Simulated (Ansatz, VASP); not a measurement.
**Os: programs and potentials compared**

The starting cell:

```
Os
1.0
     2.73410    0.00000    0.00000
    -1.36705    2.36780    0.00000
     0.00000    0.00000    4.31970
Os
2
Cartesian
  1.3671 0.7893 3.2398
  0.0000 1.5785 1.0799
```

Alike in all runs: task relaxation of cell and atoms; functional RPBE; dispersion D4; k mesh 11 × 11 × 6; occupations fermi-dirac, width 0.05 eV; no spin polarisation; no spin-orbit coupling.

| program and potentials | plane-wave cutoff (eV) | notes | equilibrium volume (Å³/atom) |
| --- | --- | --- | --- |
| Ansatz, Ansatz PAW | 420 | potentials made for PBE, which Ansatz adapts in part; 16 valence electrons an atom on average | 13.96 |
| Ansatz, all-electron LAPW, scalar-relativistic | - | - | 13.95 |
| VASP, PBE PAW files Os, 600 eV | 600 | potentials made for PBE; 8 valence electrons an atom on average | 13.95 |

The equilibrium volume spans 13.95 (VASP, PBE PAW files Os, 600 eV) to 13.96 Å³/atom (Ansatz, Ansatz PAW), with all-electron results at 13.95. Some sets were made for another functional than the one run, which can shift their rows. Relaxations stop with a little pressure left, so the last digit of a volume isn't settled.

The functional is the same throughout but for its coding, so the spread measures potentials, basis and numerics; runs on potential files found faulty are left out.
